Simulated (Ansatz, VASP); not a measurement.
# One calculation of Al, two programs

```
Al
1.0
     2.67173    0.00000    0.00000
     0.00000    2.67173    0.00000
     0.00000    0.00000    2.67173
Al
1
Direct
  0.00000 0.00000 0.00000
```

Alike in both runs: task single point; functional BLYP; k mesh 13 × 13 × 13; occupations fermi-dirac, width 0.1 eV; no spin polarisation.

|  | VASP | Ansatz |
| --- | --- | --- |
| version | VASP 6.6.1 | Ansatz 0.2.0 |
| potentials or method | VASP PAW PBE potentials, release 64 (Al) | plane waves (420 eV) with PAW, scalar-relativistic |
| plane-wave cutoff (eV) | 520 | 420 |
| valence electrons in the cell | 3 | 3 |

Ansatz gave:

| Item | Value |
| --- | --- |
| pressure (GPa) | 7.0 |

Problem. Which values does VASP return?

Solution. Pressure (GPa): 7.1.

With one functional, cell and mesh, what is left measures potentials, basis and numerics.

Caveats: the PAW data sets were made with another functional, which shifts forces and pressure a little (VASP).
